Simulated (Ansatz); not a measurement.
**Lattice dynamics at Γ of SnO2 (P4_2/mnm)**

From the experimental literature:
- Raman mode: about 478 cm⁻¹ (Eg; micro-Raman, 632.8 nm; ceramic; hot-pressed pellet of commercial micrometric powder, polycrystalline; “Surface-enhanced Raman scattering of SnO2 bulk material and colloidal solutions”, 2011, arxiv:1112.1813)
- Raman mode: about 776 cm⁻¹ (B2g; micro-Raman, 632.8 nm; ceramic; hot-pressed pellet of commercial micrometric powder, polycrystalline; “Surface-enhanced Raman scattering of SnO2 bulk material and colloidal solutions”, 2011, arxiv:1112.1813)

Perturbation theory with PBEsol in Ansatz 0.2.0 on the PBEsol cell, ground state and force constants on a 4×4×6 mesh. The values are computed, spin-unpolarised.

The symmetry is P4_2/mnm (No. 136, tetragonal); conventional cell a = 4.769 Å, c = 3.212 Å, 12.18 Å³ an atom. Sn is surrounded by 6 O at 2.07 Å; O is surrounded by 3 Sn at 2.07 Å.

```
Sn O
1.0
     4.76923    0.00000    0.00000
     0.00000    4.76923    0.00000
     0.00000    0.00000    3.21200
Sn O
2 4
Cartesian
  0.0000 0.0000 0.0000
  2.3846 2.3846 1.6060
  1.4607 1.4607 0.0000
  0.9239 3.8453 1.6060
  3.3085 3.3085 0.0000
  3.8453 0.9239 1.6060
```

Optical modes without the longitudinal term:

| ω (cm⁻¹) | degeneracy | IR intensity, summed over the level ((D/Å)²/amu) |
| --- | --- | --- |
| 104 | 1 | 0.00 |
| 143 | 1 | 0.00 |
| 220 | 2 | 19.70 |
| 272 | 2 | 4.82 |
| 342 | 1 | 0.00 |
| 448 | 1 | 37.89 |
| 454 | 2 | 0.00 |
| 545 | 1 | 0.00 |
| 576 | 2 | 45.06 |
| 608 | 1 | 0.00 |
| 733 | 1 | 0.00 |

All optical modes at Γ are real, from 104 to 733 cm⁻¹ without the longitudinal term; this says nothing of other wave vectors. The long-range field leaves the highest mode where it is. By the program's warning the force constants, and with them frequencies and ε⁰, aren't converged on this mesh. Of the real levels 4 are infrared active, the strongest at 576 cm⁻¹.

ε∞: 4.59 along x and y, 4.90 along z. With the ions relaxed, ε⁰ is 13.5 along x and y, 10.4 along z. Born charges, averaged over directions: Sn +4.28, O -2.14 e.

For comparison, on the r2SCAN cell the mean ε∞ is 4.12 with r2SCAN (ground state on 4×4×6; least gap 1.77 eV), 4.55 with PBE (ground state on 4×4×6; least gap 1.10 eV).

Calculation and measurement side by side:
- Raman mode at 478 cm⁻¹ (Eg): the nearest PBEsol mode at Γ lies at 454 cm⁻¹ (-5.0 %).
- Raman mode at 776 cm⁻¹ (B2g): the nearest PBEsol mode at Γ lies at 733 cm⁻¹ (-5.6 %).
Reports marked as nanostructured, strained, doped, implanted or mixed samples, and transport gaps, were set aside. Modes are paired by degeneracy and infrared activity, where the label gives them, and frequency; they are harmonic.

Spin-orbit coupling is left out, which matters wherever the heavy atoms make up the band edges.
